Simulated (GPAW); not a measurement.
**Ir: single point with PBE**

Ir:

```
Ir
1.0
     0.00000    1.91560    1.91560
     1.91560    0.00000    1.91560
     1.91560    1.91560    0.00000
Ir
1
Direct
  0.00000 0.00000 0.00000
```

- Program: GPAW 26.7.0
- Task: single point
- Functional: PBE
- Potentials or basis: GPAW PAW data sets (gpaw-data 1.2.1)
- Cutoff: 500 eV
- Basis: pw
- k mesh: 10 × 10 × 10
- Occupations: fermi-dirac, width 0.05 eV
- Spin: no spin polarisation

| Item | Value |
| --- | --- |
| Pressure | 9.9 GPa |
| Band gap on the k mesh | none (metal or under the smearing width) |

Levels at points of the mesh, in eV from the Fermi level:
```csv
k point,band 4,band 5,band 6,band 7,band 8,band 9,band 10,band 11
"(0.00, 0.00, 0.00)",-11.20,-3.98,-3.98,-3.98,-1.27,-1.27,13.88,19.56
"(0.50, 0.50, 0.00)",-8.03,-7.45,0.81,1.43,1.43,1.62,10.61,11.54
"(0.50, 0.50, 0.50)",-8.19,-4.09,-4.09,-0.86,0.84,0.84,7.32,13.46
```

Run time: 5 s on 1 thread of Arm Neoverse V2 (shared host), peak memory 0.13 GiB.

Caveat: the cutoff is short for stress and forces, so pressures can be off by a GPa or more. The run has no spin-orbit coupling, so splittings on Ir are missing.
